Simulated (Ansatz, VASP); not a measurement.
**One calculation of Cu, two programs**

Contents of INCAR:

```
SYSTEM = Cu
PREC = Accurate
ENCUT = 520
EDIFF = 1E-6
ISMEAR = -1
SIGMA = 0.08
LREAL = .FALSE.
LASPH = .TRUE.
NELM = 80
ALGO = Normal
ISIF = 2
LWAVE = .FALSE.
LCHARG = .TRUE.
GGA = CA
LELF = .TRUE.
LVHAR = .TRUE.
NBANDS = 18
```

File KPOINTS:

```
regular mesh
0
G
  15 15 15
  0 0 0
```

POSCAR

```
Cu
1.0
    0.0000000000      2.2857733480      2.2857733480
    2.2857733480      0.0000000000      2.2857733480
    2.2857733480      2.2857733480      0.0000000000
Cu
2
Direct
   -0.1250000000     -0.1250000000     -0.1250000000
    0.1250000000      0.1250000000      0.1250000000
```

Input for Ansatz:

```yaml
crystal:
  lattice:
    - [0.0, 2.285773348, 2.285773348]
    - [2.285773348, 0.0, 2.285773348]
    - [2.285773348, 2.285773348, 0.0]
  atoms:
    - { symbol: Cu, position: [-0.125, -0.125, -0.125] }
    - { symbol: Cu, position: [0.125, 0.125, 0.125] }
kpoints:
  mp_grid: { grid: [15, 15, 15] }
scf:
  occupations: { method: fermi_dirac, width: 0.08 }
hamiltonian:
  xc: lda
  pseudopotentials: { kind: paw }
output:
  forces: true
  stress: true
  eigenvalues: true
  populations: true
```

Change from the starting cell: volume scaled by 0.7, PAW files.

Alike in both runs: task single point; functional LDA; k mesh 15 × 15 × 15; occupations fermi-dirac, width 0.08 eV; no spin polarisation.

```csv
,VASP,Ansatz
version,VASP 6.6.1,Ansatz 0.2.0
potentials or method,"VASP PAW LDA potentials, release 64 (Cu)","PAW with Ansatz's default frozen-core files, scalar-relativistic"
plane-wave cutoff (eV),520,420
valence electrons in the cell,22,38
```

Ansatz gave:

| Property | Result |
| --- | --- |
| pressure (GPa) | 66.7 |

**Question.** What did VASP give for the same quantities?

**Answer.** Pressure (GPa): 67.1.

The two sets of potentials don't hold the same shells in valence.

Caveats: the cell as given lies far from equilibrium; so large a pressure means that the cell lies far from this level's equilibrium, or that cutoff or potentials fall short (VASP).
